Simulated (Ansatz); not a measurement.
Permittivity against band gap in insulators

Plane-wave DFT in Ansatz, PBEsol, scalar-relativistic PAW potentials, cutoff 420 eV, no spin-orbit coupling; no spin polarisation. Relaxed crystals; ε∞, Born charges and zone-centre modes by linear response, the static permittivity ε0 as ε∞ plus the sum over polar modes (harmonic, 0 K, means of the diagonal; stability checked at Γ only), gaps on the k mesh. A strong mode gives over 5 % of ε0 − ε∞. A star marks a structure that wasn't matched here to a measured phase, so it may never have been made and needn't be stable; unstarred phases aren't always the most stable ones.

```tsv
crystal	k mesh	gap (eV)	ε∞	largest Born charge (e)	lowest strong polar mode (cm⁻¹)	ε0
Li₂O (Fm-3m)	8×8×8	4.88	2.94	1.79	444	7.5
Al₂O₃ (R-3c)	6×6×6	6.03	3.28	2.97	383	10.4
Al₃GaN₄ (P-43m)*	6×6×6	3.32	4.93	2.57	518	9.0
HfO₂ (P2_1/c)	6×6×6	3.97	4.95	5.15	227	18.2
```

The lattice part ε0 − ε∞ is a sum over polar modes of terms that go as (mode charge)²/(Mω² V), with M the moving mass and V the cell volume. Mω² is the mode's spring constant, so weak springs, large Born charges and dense packing raise it. It is largest in HfO₂ (P2_1/c) (13.2), which also has the lowest strong polar mode.

**Question.** How thick may each film be at an equivalent oxide thickness of 1 nm, and which holds back direct tunnelling best?

**Answer.** A film of permittivity κ = ε0 and thickness t has the capacitance of SiO₂ (κ = 3.9) of thickness t × 3.9/κ, so t = κ/3.9 nm: Li₂O (Fm-3m) 1.9 nm, Al₂O₃ (R-3c) 2.7 nm, Al₃GaN₄ (P-43m)* 2.3 nm, HfO₂ (P2_1/c) 4.7 nm. The tunnelling current falls as exp(−2t√(2m*Φ)/ħ), so at fixed capacitance the exponent goes as κ√(m*Φ). Band offsets and tunnelling masses weren't computed; with a barrier in proportion to the gap and equal masses the measure is κ√E_g: HfO₂ (P2_1/c) 36, Al₂O₃ (R-3c) 26, Li₂O (Fm-3m) 17, Al₃GaN₄ (P-43m)* 16. By it HfO₂ (P2_1/c) leads, with the highest κ too. A real choice also needs offsets of over 1 eV to both bands of the channel, stability against it, and few traps; Kohn–Sham gaps are too small and ε∞ somewhat too large, and films are often amorphous or of another phase. Compounds of Li, Na, K, Rb or Cs are ruled out in practice, since their ions drift in the gate field and shift the threshold.

Cost: about 85 core-minutes for the runs cited, on Arm Neoverse V1, Intel Xeon Platinum 8488C (Sapphire Rapids), Intel Xeon Processor @ 2.70GHz (shared hosts).